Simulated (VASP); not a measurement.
## TiO2 under changes of volume

One of the cells (10.644 Å³/atom); the others are scaled copies at fixed shape and fractional positions:

```xyz
6
Lattice="4.6303 0.0000 0.0000 0.0000 4.6303 0.0000 0.0000 0.0000 2.9788" Properties=species:S:1:pos:R:3 pbc="T T T"
Ti    0.0000    0.0000    1.4894
Ti    2.3152    2.3152    0.0000
O     1.4091    1.4091    1.4894
O     0.9061    3.7242    0.0000
O     3.7242    0.9061    0.0000
O     3.2212    3.2212    1.4894
```

The cell is a database's computed one.

- Program: VASP 6.6.1
- Functional: PBEsol
- Potentials or basis: VASP PAW PBE potentials, release 64 (Ti_sv, O)
- Cutoff: 520 eV
- k mesh: 6 × 6 × 9
- Occupations: fermi-dirac, width 0.05 eV
- Spin: no spin polarisation

```csv
volume (Å³/atom),energy over the lowest point (meV/atom),pressure (GPa),gap on the mesh (eV),largest force (eV/Å)
9.809,22.77,14.5,1.95,0.268
10.018,7.58,8.4,1.90,0.155
10.227,0.00,2.8,1.85,0.051
10.644,4.65,-6.6,1.76,0.137
10.853,?,?,?,?
11.062,31.50,-14.2,1.67,0.300
```

What does the run at 10.853 Å³/atom give?

Energy over the lowest point 15.60 meV/atom; pressure -10.6 GPa; gap on the mesh 1.71 eV; largest force 0.221 eV/Å.

Worked out: A Birch-Murnaghan fit of order 3 (a polynomial in V^(-2/3)) to the other rows has its minimum at 10.35 Å³/atom with B0 = V·E''(V) = 243 GPa and B' = 4.3 at fixed shape and positions, which overstates the stiffness. It gives 15.58 meV/atom at 10.853 Å³/atom, against the run's 15.60, and -dE/dV = -10.4 GPa, against -10.6. A straight line through the other rows of the gap, of slope -2.32 eV per unit of ln V (its deformation potential), gives 1.71 eV, against the run's 1.71.

Energies are extrapolated to zero smearing.

Caveats: the PAW data sets were made with another functional, which shifts forces and pressure a little; an odd mesh through Γ misses points on the zone boundary, where band edges often lie.
